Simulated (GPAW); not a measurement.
I:

```xyz
4
Lattice="3.6350 -2.3950 0.0000 3.6350 2.3950 0.0000 0.0000 0.0000 9.7934" Properties=species:S:1:pos:R:3 pbc="T T T"
I     3.6350   -0.7152    3.7646
I     3.6350    1.6799    1.1321
I     3.6350    0.7152    6.0288
I     3.6350   -1.6799    8.6613
```

```yaml
Program: GPAW 26.7.0
Task: relaxation of cell and atoms
Functional: PBEsol
Potentials_or_basis: PAW data sets generated in the run's folder for this functional
Cutoff: 600 eV
Basis: pw
k_mesh: 5 × 5 × 2
Occupations: fermi-dirac, width 0.05 eV
Spin: no spin polarisation
```

At the start: pressure 0.3 GPa; volume 42.63 Å³/atom.

Problem. How do energy, volume and symmetry change on relaxing?

Solution. Over 22 steps the energy falls by 54.6 meV/atom and the volume is 40.02 Å³/atom (-6.1 %); space group Cmce (No. 64, to 0.05 Å).

Step by step:
```csv
step,energy change (eV),largest force (eV/Å),pressure (GPa),volume (Å³)
1,0.0000,0.9069,0.34,170.52
2,-0.0414,0.6582,-0.13,170.69
3,-0.0990,0.1724,-1.04,170.51
4,-0.1131,0.0454,-1.24,169.80
5,-0.1325,0.1377,-1.31,167.86
6,-0.1503,0.2431,-1.06,165.09
7,-0.1659,0.2509,-0.59,162.51
8,-0.1786,0.1558,0.00,160.57
9,-0.1810,0.1337,0.11,160.47
10,-0.1831,0.1351,0.15,160.39
11,-0.1919,0.1712,0.23,159.74
12,-0.2006,0.1782,0.24,158.68
13,-0.2069,0.1124,0.17,157.69
14,-0.2093,0.0348,0.08,157.35
15,-0.2096,0.0257,0.06,157.35
16,-0.2098,0.0306,0.05,157.39
17,-0.2106,0.0568,0.01,157.60
18,-0.2122,0.0881,-0.04,158.05
19,-0.2148,0.1086,-0.09,158.94
20,-0.2172,0.0817,-0.09,159.80
21,-0.2184,0.0227,-0.03,160.11
22,-0.2185,0.0010,0.00,160.07
```

Final structure:
```
I
1.0
     3.78136   -2.17252    0.00000
     3.78136    2.17252    0.00000
     0.00000   -0.00001    9.74223
I
4
Direct
  0.67080 0.32920 0.37672
  0.17080 0.82920 0.12328
  0.32920 0.67080 0.62328
  0.82920 0.17080 0.87672
```

Caveat: later steps reuse the first step's grids.
